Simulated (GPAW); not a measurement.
Set up this calculation in GPAW 26.7.0, as an ASE script.

- Task: relaxation of cell and atoms
- Functional: BP86
- Potentials or basis: PAW data sets generated in the run's folder for this functional
- Cutoff: 600 eV
- Basis: pw
- k mesh: 11 × 12 × 11
- Occupations: fermi-dirac, width 0.05 eV
- Spin: no spin polarisation
- Maxiter: 150
- Optimizer: FIRE
- Fmax: 0.02 eV/Å
- Max steps: 40

The structure of Re lies in POSCAR:

```
Re
1.0
   -0.0146933100      1.9316832600      2.0038950800
    1.9591067700     -0.0023587400      1.9915605000
    1.9810694800      1.9413114100     -0.0243214500
Re
1
Direct
    0.0000000000      0.0000000000      0.0000000000
```

This isn't the form of Re at room conditions, which is hcp.

The cell isn't the ideal one: cell sheared at random, sigma 0.01, atoms nudged by 0.01 Å.

These files were run (other wordings do the same):

run.py

```python
from ase.filters import FrechetCellFilter
from ase.io import read, write
from ase.optimize import FIRE
from ase.units import Bohr
from gpaw import GPAW, PW, setup_paths
from gpaw.elf import elf_from_dft_calculation

setup_paths.insert(0, '.')

atoms = read('POSCAR')

calc = GPAW(mode=PW(600),
            xc='GGA_X_B88+GGA_C_P86',
            kpts={'size': (11, 12, 11), 'gamma': True},
            occupations={'name': 'fermi-dirac', 'width': 0.05},
            nbands=15,
            convergence={'density': 1e-05, 'energy': 1e-05},
            maxiter=150,
            txt='gpaw.txt')
atoms.calc = calc
opt = FIRE(FrechetCellFilter(atoms), trajectory='relax.traj', logfile='-')
done = opt.run(fmax=0.02, steps=40)
calc.write('gs.gpw')
write('result.traj', atoms)
print('Converged:', done)
print('Cell:', atoms.cell.cellpar().round(4))
print('Volume:', round(atoms.get_volume(), 4))
print(atoms.get_scaled_positions().round(5))

# fields on the real-space grid
write('density.cube', atoms, data=calc.get_pseudo_density() * Bohr**3)
write('potential.cube', atoms, data=calc.get_electrostatic_potential())
write('elf.cube', atoms, data=elf_from_dft_calculation(calc).data)
```

Potentials or basis: PAW data sets generated in the run's folder for this functional, pw.

Command:

```console
$ gpaw-setup -f GGA_X_B88+GGA_C_P86 Re
$ OMP_NUM_THREADS=1 python run.py
```

Results of the run:

```yaml
Relaxed_volume: 15.00 Å³/atom
Relaxed_cell: a = 2.767 Å, b = 2.776 Å, c = 2.766 Å, α = 59.88°, β = 60.03°, γ = 59.86°
Space_group_after_relaxing_to_0.05_Å: Fm-3m (No. 225)
Energy_gained_by_relaxing: 24.0 meV/atom
Ionic_steps: 24
Pressure_after_relaxing: 0.0 GPa
Band_gap_on_the_k_mesh: none (metal or under the smearing width)
```

Caveat: later steps reuse the first step's grids.

Wall time 21 min on 1 thread of Arm Neoverse V1 (shared host), peak memory 0.69 GiB.
